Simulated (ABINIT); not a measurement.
Crystal: SnO2 (Cassiterite).

```
CELL_PARAMETERS angstrom
4.73800 0.00000 0.00000
0.00000 4.73800 0.00000
0.00000 0.00000 3.18650
ATOMIC_POSITIONS crystal
Sn 0.50000 0.50000 0.50000
Sn 0.00000 0.00000 0.00000
O 0.80710 0.19290 0.50000
O 0.69290 0.69290 0.00000
O 0.19290 0.80710 0.50000
O 0.30710 0.30710 0.00000
```

Program: ABINIT 10.8.3 (patched build). Alike in all runs: task band structure; potentials or basis Ansatz PAW PBE default generated set, frozen core; no spin polarisation; cell as given; k mesh 6 × 6 × 8; cutoff (eV) 517; smearing fermi-dirac 0.05 eV.

Task: Order these runs on this cell by their pressure, lowest first.
A. level WC
B. level PW91
C. level revPBE

Result: A (4.9 GPa), B (10.3 GPa), C (14.2 GPa).

Caveats: the PAW data sets were made with another functional, which shifts forces and pressure a little; the atomic spheres overlap.
